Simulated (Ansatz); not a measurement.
# BAs: electrons, doping and thermopower

Plane-wave DFT in Ansatz, PBEsol, scalar-relativistic PAW potentials, cutoff 420 eV, no spin-orbit coupling; no spin polarisation. BAs in space group F-43m. Boltzmann transport at 300 K in rigid bands with one relaxation time, bands interpolated from the k mesh 10×10×10; values are means over x, y, z.

| electrons (cm⁻³) | size of S (μV/K) | σ/τ (Ω⁻¹ m⁻¹ s⁻¹) |
| --- | --- | --- |
| 10^18 | 518.3 | 9.3e+16 |
| 10^19 | ? | 9.28e+17 |
| 10^20 | 142.0 | 9.07e+18 |
| 10^21 | 40.7 | 7.51e+19 |

Take the lowest doping as non-degenerate: get the effective density of states and the masses, and predict the missing S.

For parabolic bands and one τ, |S| = (k_B/e)(5/2 − η) with k_B/e = 86.17 μV/K and n = N e^η. The first row gives η = -3.51, N = 3.36×10¹⁹ cm⁻³ and, from N = 2.509×10¹⁹ cm⁻³ × m_d^(3/2), a density-of-states mass of 1.22 mₑ (all valleys and bands together). σ/τ = ne²/m_c gives a conductivity mass of 0.30 mₑ; m_d is 4.0 times m_c, the sign of several valleys, several bands or anisotropy. A decade of doping costs (k_B/e) ln 10 = 198.4 μV/K, which predicts 320 μV/K; the run gave 321.9. There η is about -1.2, where Fermi statistics begin to count, but their first corrections to η and to the mean carrier energy nearly cancel, so the rule still holds. At 10^21 cm⁻³ the rule would give -77 μV/K against 40.7: the gas is degenerate there. Scattering that depends on energy changes the 5/2, and whether such doping can be reached wasn't computed.

Cost: about 1.7 core-minutes for the runs cited, on Intel Xeon 6975P-C (Granite Rapids) (shared hosts).

Thermopower falls with doping because the Fermi level moves up towards and then into the conduction band, so each electron carries less entropy. The large density-of-states mass beside a light conductivity mass fits the known band structure of BAs, whose conduction minima lie along Γ–X, as in silicon. The equivalent, elongated valleys share the electrons and hold the Fermi level down, while transport benefits from the light transverse mass.

σ/τ is almost proportional to the electron density up to 10^20 cm⁻³ but falls short at 10^21 cm⁻³. Degeneracy alone wouldn't do this in parabolic bands with a fixed mass, so the shortfall suggests non-parabolic valleys or heavier states being filled. Of the dopings listed, 10^20 cm⁻³ gives the largest S²σ/τ, though this marks the best power factor only if τ itself doesn't change with doping. Even then it wouldn't make BAs a good thermoelectric, since its lattice conducts heat exceptionally well.
